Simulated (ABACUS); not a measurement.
Crystal: MgO.

```
Mg O
1.0
     0.00000    2.09700    2.09700
     2.09700    0.00000    2.09700
     2.09700    2.09700    0.00000
Mg O
1 1
Direct
  0.00000 0.00000 0.00000
  0.50000 0.50000 0.50000
```

The cell is a database's computed one.

Base run:

- Program: ABACUS 3.10.1
- Functional: SCAN
- Potentials or basis: SG15 ONCV 1.2 PBE
- Cutoff: 1320 eV
- Density cutoff: 5279 eV
- Basis: plane waves
- k mesh: 7 × 7 × 7
- Occupations: fermi-dirac, width 0.05 eV
- Spin: no spin polarisation

Its results: band gap on the k mesh 5.66 eV, direct; pressure 1.0 GPa.

Q: The run is repeated on the same cell with these changes: functional from SCAN to TASK; radial cutoff of the potentials (pseudo_rcut) from 10 bohr to 7 bohr. What comes out?

A: Band gap on the k mesh 8.39 eV, direct; pressure 10.7 GPa.

Caveats: the potentials were made for another functional, which shifts forces and pressure; an odd mesh through Γ misses points on the zone boundary, where band edges often lie.

Not every run made on this cell is shown here.
